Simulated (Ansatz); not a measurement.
## Elastic constants of BAs: input and output

The calculation used Ansatz, DFT PBEsol, scalar-relativistic, plane waves, PAW.

Launched with:
```bash
ansatz run input.yaml --threads 1 --pin off --max-ram 4096MiB --backend cpu --events-out ev --progress --plain --runs-dir out
```

Input (bare energies are in eV):
```yaml
crystal:
  lattice:
    - [0.0, 2.3839378997, 2.3839378997]
    - [2.3839378997, 0.0, 2.3839378997]
    - [2.3839378997, 2.3839378997, 0.0]
  atoms:
    - { symbol: B, position: [0.0, 0.0, 0.0] }
    - { symbol: As, position: [0.25, 0.25, 0.25] }
basis:
  ecutwfc: 420
kpoints:
  mp_grid: { grid: [10, 10, 10] }
hamiltonian:
  xc: pbesol
scf:
  occupations: { method: fixed }
output:
  forces: true
  stress: true
  eigenvalues: true
  polarization: {}
elastic:
  mode: relaxed_ion
  stencil: two_point
```

From the output:
```
--- Elastic constants: 2 strain directions × 2 members + reference (group order 24) ---
  dense FFT box of the reference and of every strained cell: 24×24×24
  strains applied: 11, 23; error gains: componentwise 1.00 (the most a stress slope's error grows in a printed constant), spectral 1.73 (1 for all six strains in a standard setting)
  C = ∂σ_k/∂η_j (tension-positive GPa; Voigt order 11 22 33 23 13 12):
       277.792     71.779     71.779     -0.000      0.000      0.000
        71.779    277.792     71.779      0.000     -0.000     -0.000
        71.779     71.779    277.792      0.000      0.000     -0.000
        -0.000      0.000      0.000    150.039     -0.000     -0.000
        -0.000     -0.000      0.000      0.000    150.039      0.000
        -0.000      0.000     -0.000      0.000      0.000    150.039
  reference stress σ⁰ (GPa):      0.000      0.000      0.000     -0.000      0.000      0.000
  C* (energy form; C + prestress term) asymmetry max|C*_kj − C*_jk| = 2.842e-14 GPa — a small one proves nothing (zero by symmetry where the batch's group is 432, −43m or m−3m); a large one is finite-difference/SCF noise where every solve ...
  moduli (Voigt/Reuss/Hill, GPa): K = 140.45/140.45/140.45   G = 131.23/126.87/129.05   E = 296.37   ν = 0.148
  mechanically stable: yes (min eigenvalue of sym C = 150.04 GPa)
  e, the proper piezoelectric tensor (elastic.mode: relaxed_ion; C/m²; rows x y z; Voigt order 11 22 33 23 13 12):
       0.00000   -0.00000   -0.00000   -0.15590   -0.00000   -0.00000
      -0.00000   -0.00000   -0.00000   -0.00000   -0.15590   -0.00000
      -0.00000    0.00000   -0.00000   -0.00000   -0.00000   -0.15590
  ±, each entry's uncertainty from the finite density of the strings (C/m²), an estimate: the size of the correction for it that the entry includes:
       0.00000    0.00000    0.00000    0.00861    0.00000    0.00000
       0.00000    0.00000    0.00000    0.00000    0.00861    0.00000
       0.00000    0.00000    0.00000    0.00000    0.00000    0.00861
  the group's symmetry takes up to 6.3e-9 C/m² out of the measured responses: error of the strings' finite density and of the mesh across them, as far as it breaks the symmetry (raise kpoints.mp_grid and any string_points); the largest step ...
  strain η (Voigt 11):  stress-route row diagonal C_11 = 277.79 GPa, energy-path curvature d²(F+E_count+ΔE)/dδ²/Ω₀ = 277.88 GPa
         δ    σ_11 (GPa) F (eV) n_scf n_hpsi n_pw
    -2.000e-3      -0.5563       -4965.7673122       8   28103    544   relax 0 steps, max|allowed force component| 1.60e-16 eV/Å
     2.000e-3       0.5549       -4965.7673178       8   27929    544   relax 0 steps, max|allowed force component| 1.05e-16 eV/Å
  strain η (Voigt 23):  stress-route row diagonal C_44 = 150.04 GPa, energy-path curvature d²(F+E_count+ΔE)/dδ²/Ω₀ = 150.13 GPa
         δ    σ_23 (GPa) F (eV) n_scf n_hpsi n_pw
    -2.000e-3      -0.3001       -4965.7673542       3   23996    544   relax 3 steps, max|allowed force component| 1.05e-8 eV/Å
     2.000e-3       0.3001       -4965.7673542       3   23991    544   relax 3 steps, max|allowed force component| 2.87e-9 eV/Å
--- Formal polarisation (Berry phase): one branch of a lattice of values; only differences between neighbouring runs are physical ---
  axis mesh electronic ionic p = total spread (rad) least overlap resolved gap  δp at fixed H ≤   (phases in cycles; p mod 1; gap in eV; gap and δp judge the states as solved, not the mesh's step, its ...
  b1    10×10×10       -0.50000000     3.75000000     3.25000000      0.192026         0.8325        3.2509           1.6e-6
  b2    10×10×10       -0.50000000     3.75000000     3.25000000      0.192026         0.8325        3.2509           1.6e-6
  b3    10×10×10       -0.50000000     3.75000000     3.25000000      0.192026         0.8325        3.2509           1.6e-6
  quantum along a1:   0.12442141 e/Å² =   199.345079 µC/cm²
  quantum along a2:   0.12442141 e/Å² =   199.345079 µC/cm²
  quantum along a3:   0.12442141 e/Å² =   199.345079 µC/cm²
  P = (  0.57186496,   0.57186496,   0.57186496) e/Å² = (  916.228673,   916.228673,   916.228673) µC/cm²  (mod the quanta)
```

It took 74 s on 1 thread of Arm Neoverse V1 (shared host), peak memory 0.44 GiB.